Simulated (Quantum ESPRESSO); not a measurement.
HfB2:

```
CELL_PARAMETERS angstrom
3.14000 0.00000 0.00000
-1.57000 2.71932 0.00000
0.00000 0.00000 3.48000
ATOMIC_POSITIONS crystal
Hf 0.00000 0.00000 0.00000
B 0.66667 0.33333 0.50000
B 0.33333 0.66667 0.50000
```

Base run:

* Program: Quantum ESPRESSO 7.5
* Functional: PBEsol
* Potentials or basis: GBRV 1.5 PBEsol
* Cutoff: 612 eV
* Density cutoff: 4898 eV
* k mesh: 10 × 10 × 8
* Occupations: fermi-dirac, width 0.05 eV
* Spin: no spin polarisation
* Hubbard terms: Hf d U = 2 eV

Its results: band gap on the k mesh none (metal or under the smearing width); pressure -1.0 GPa.

The run is repeated on the same cell with these changes: hubbard terms from Hf d U = 2 eV to Hf d U = 5 eV. What comes out?

Band gap on the k mesh none (metal or under the smearing width); pressure 3.7 GPa.

Caveats: U without spin polarisation on a metal has little footing; the U is typed as a test and isn't derived for this compound.
